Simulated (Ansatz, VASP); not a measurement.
**One calculation of SiO2, two programs**

```
Si O
1.0
     4.18519    0.00000    0.00000
     0.00000    4.18519    0.00000
     0.00000    0.00000    2.66884
Si O
2 4
Direct
  0.00000 0.00000 0.00000
  0.50000 0.50000 0.50000
  0.30610 0.30610 0.00000
  0.19390 0.80610 0.50000
  0.80610 0.19390 0.50000
  0.69390 0.69390 0.00000
```

Alike in both runs: task single point; functional r2SCAN; k mesh 6 × 6 × 10; no spin polarisation.

```csv
,VASP,Ansatz
version,VASP 6.6.1,Ansatz 0.2.0
potentials or method,"VASP PAW PBE potentials, release 64 (Si, O)","plane waves, PAW"
plane-wave cutoff (eV),520,500
occupations,"gaussian, width 0.01 eV",fixed
valence electrons in the cell,32,32
```

Ansatz gave:

| Item | Value |
| --- | --- |
| gap on the k mesh at the Fermi level (eV) | 6.51 |
| pressure (GPa) | 0.0 |
| largest component of the traceless stress (GPa) | 0.00 |
| rms of the force components (eV/Å) | 0.000 |

Estimate VASP's values.

gap on the k mesh at the Fermi level (eV): 6.51; pressure (GPa): 0.4; largest component of the traceless stress (GPa): 0.60; rms of the force components (eV/Å): 0.010.

Atom by atom the forces differ by 0.010 eV/Å (rms over components).

Caveats: the PAW data sets were made with another functional, which shifts forces and pressure a little (VASP). r2SCAN opens gaps a little over a GGA but as a rule still falls short of measured ones. A k mesh can miss the band edges.
